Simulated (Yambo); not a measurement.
# ZnSe (Stilleite) in Yambo: convergence with bands in sums

The system is ZnSe (Stilleite).

```
CELL_PARAMETERS angstrom
0.00000 2.79550 2.79550
2.79550 0.00000 2.79550
2.79550 2.79550 0.00000
ATOMIC_POSITIONS crystal
Se 0.75000 0.75000 0.75000
Zn 0.00000 0.00000 0.00000
```

The cell isn't the ideal one: cell squeezed.

```yaml
Program: Yambo 5.3.0
Task: G0W0 quasiparticle levels
Functional: PBE
Potentials_or_basis: SG15 PBE 1.2
Cutoff: 952 eV
Density_cutoff: 3810 eV
k_mesh: 4 × 4 × 4
Occupations: fixed
Spin: no spin polarisation
Random_integration_of_the_Coulomb_term: yes
Direction_of_the_field_or_of_q_to_0: x + y + z
Broadening: 0.1 eV
States_corrected: Γ and the k points of the band edges
Frequency_dependence_of_W: plasmon pole
Terminator_of_the_band_sum_in_the_self-energy: Bruneval-Gonze
Quasiparticle_equation: linearised (Newton)
Imaginary_frequency_of_the_plasmon-pole_fit: 27.2114 eV
Bands_in_the_response: 18
Bands_in_the_self-energy: 18
Cutoff_of_the_response_matrix: 4 Ry
Cutoff_of_exchange_and_Vxc: 70 Ry
Bands_corrected_first_last: "[11, 15]"
```

These are the settings of the first run; the series varies bands in sums, with any setting tied to it.

Hardware: 1 thread of Arm Neoverse V1, on a shared host.

The values tried are 18, 23, 33, 53, 93, 133, loosest first. From which on does the quasiparticle gap at the points computed stay within 0.05 eV of the tightest run that finished?

From 53 on.

```csv
bands in sums,quasiparticle gap at the points computed (eV),peak memory (GiB)
18,2.660,0.28
23,2.469,0.26
33,2.372,0.27
53,2.324,0.3
93,2.289,0.35
133,2.276,0.39
```

The tightest run that finished is the yardstick and may itself not be fully converged.

Caveat, for the tightest run too: the k mesh is coarse (spacing up to 0.49 Å⁻¹), so the values aren't converged; mesh, valence shells or block size may be too small for converged GW; the basis isn't converged for GW; this version prints the column dSc/dw multiplied by 27.2; the terminator is approximate in this version, by hundredths of an eV.
